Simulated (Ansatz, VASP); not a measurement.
**Two plane-wave programs on AlN**

The input INCAR:

```
ALGO = Normal ; EDIFF = 1E-7
ENCUT = 520 ; GGA = PE
ISIF = 2 ; ISMEAR = 0
LASPH = T ; LCHARG = T
LELF = T ; LREAL = F
LVHAR = T ; LWAVE = F
NBANDS = 16 ; NELM = 100
PREC = Accurate ; SIGMA = 0.05
```

KPOINTS

```
k-points
0
Gamma
  6 6 6
```

The input POSCAR:

```
AlN
1.0
    0.0000000000     -2.2015682416     -2.2015682416
   -2.2015682416      0.0000000000     -2.2015682416
    2.2015682416      2.2015682416     -4.4031364832
Al N
2 2
Direct
   -0.0171324147      0.0715612112     -0.0008842550
    0.5153639046      0.4266702787      0.4991157450
    0.3621441611      0.4416181214      0.8767033313
    0.8912625014      0.8117885412      0.3767033313
```

Input for Ansatz:

```yaml
crystal:
  lattice:
    - [0.0, -2.2015682416, -2.2015682416]
    - [-2.2015682416, 0.0, -2.2015682416]
    - [2.2015682416, 2.2015682416, -4.4031364832]
  atoms:
    - { symbol: Al, position: [-0.0171324147, 0.0715612112, -0.000884255] }
    - { symbol: Al, position: [0.5153639046, 0.4266702787, 0.499115745] }
    - { symbol: "N", position: [0.3621441611, 0.4416181214, 0.8767033313] }
    - { symbol: "N", position: [0.8912625014, 0.8117885412, 0.3767033313] }
basis:
  ecutwfc: 520.0
kpoints:
  mp_grid: { grid: [6, 6, 6] }
hamiltonian:
  xc: pbe
scf:
  occupations: { method: gaussian, width: 0.05 }
output:
  forces: true
  stress: true
  eigenvalues: true
```

Change from the starting cell: mode 4 frozen in at -0.205 Å and mode 10 at -0.015 Å (largest displacements).

Alike in both runs: task single point; functional PBE; k mesh 6 × 6 × 6; occupations gaussian, width 0.05 eV; no spin polarisation.

|  | VASP | Ansatz |
| --- | --- | --- |
| version | VASP 6.6.1 | Ansatz 0.2.0 |
| potentials or method | VASP PAW PBE potentials, release 64 (Al, N) | scalar-relativistic, plane waves, PAW |
| plane-wave cutoff (eV) | 520 | 520 |
| valence electrons in the cell | 16 | 16 |

```tsv
	VASP	Ansatz	Ansatz less VASP
gap on the k mesh at the Fermi level (eV)	3.04	3.04	+0.007
least direct gap on the mesh (eV)	3.51	3.51	-0.007
pressure (GPa)	-1.2	-1.0	+0.26
largest component of the traceless stress (GPa)	3.36	3.35	-0.003
rms of the force components (eV/Å)	0.540	0.538	-0.0016
```

Atom by atom the forces differ by 0.002 eV/Å (rms over components). With one functional, cell and mesh, what is left measures potentials, basis and numerics.

Caveats: forces of over 1 eV/Å show positions far from the minimum, so gaps and moduli don't describe the material at rest. A k mesh can miss the band edges.
